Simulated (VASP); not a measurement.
Set up this calculation in VASP 6.6.1, as the native input.

```yaml
Task: single point
Functional: HSE06
Potentials_or_basis: VASP PAW PBE potentials, release 64 (Na_pv, I)
Cutoff: 520 eV
k_mesh: 4 × 4 × 4
Occupations: gaussian, width 0.01 eV
Spin: no spin polarisation
Dipole_correction: no
Exchange_at_q_=_0: truncated
Grid_for_exact_exchange_PRECFOCK: Normal
Screening_parameter: 0.2079 1/A
Further_INCAR_settings: ALGO = Normal; EDIFF = 1e-07; NBANDS = 14
```

Crystal: NaI.

```xyz
2
Lattice="-0.0921 3.5432 3.5432 3.5432 -0.0921 3.5432 3.4511 3.4511 0.0000" Properties=species:S:1:pos:R:3 pbc="T T T"
Na    0.0000    0.0000   -0.0413
I     1.7255    1.7255    1.8129
```

The cell was built by a generator and needn't be a form met in nature.

The cell isn't the ideal one: shear_xy strain -5.2%.

The input as run:

POSCAR

```
NaI
1.0
   -0.0921229837      3.5431916810      3.5431916810
    3.5431916810     -0.0921229837      3.5431916810
    3.4510686973      3.4510686973      0.0000000000
Na I
1 1
Direct
   -0.0058328281     -0.0058328281      0.0058328281
    0.2558328281      0.2558328281      0.2441671719
```

INCAR.step1

```
PREC = Accurate
ENCUT = 520
EDIFF = 1E-5
ISMEAR = 0
SIGMA = 0.01
LREAL = F
LASPH = T
NELM = 100
ALGO = Normal
ISIF = 2
LWAVE = T
GGA = PE
NBANDS = 14
```

INCAR.step2

```
PREC = Accurate
ENCUT = 520
EDIFF = 1E-7
ISMEAR = 0
SIGMA = 0.01
LREAL = F
LASPH = T
NELM = 100
ALGO = Normal
ISIF = 2
LWAVE = F
LCHARG = T
GGA = PE
LHFCALC = T
HFSCREEN = 0.2079
PRECFOCK = Normal
LELF = T
LVHAR = T
ISTART = 1
NBANDS = 14
```

KPOINTS

```
Automatic mesh
0
Gamma
  4 4 4
```

Potentials or basis: VASP PAW PBE potentials, release 64 (Na_pv, I).

Launch:

```console
$ cat potpaw_PBE.64/Na_pv/POTCAR potpaw_PBE.64/I/POTCAR > POTCAR
$ cp INCAR.step1 INCAR
$ mpirun -np 1 vasp_std > vasp.out
$ cp INCAR.step2 INCAR
$ mpirun -np 1 vasp_std > vasp.out
```

It gave:

* Pressure: 0.2 GPa
* Band gap on the k mesh: 4.71 eV, direct

Caveat: the PAW data sets were made with another functional, which shifts forces and pressure a little; spin-orbit coupling is left out, which moves the levels of the heavy elements.

Wall time 17 min on 1 thread of Intel(R) Xeon(R) Platinum 8488C (Sapphire Rapids), on a shared host, peak memory 0.35 GiB.
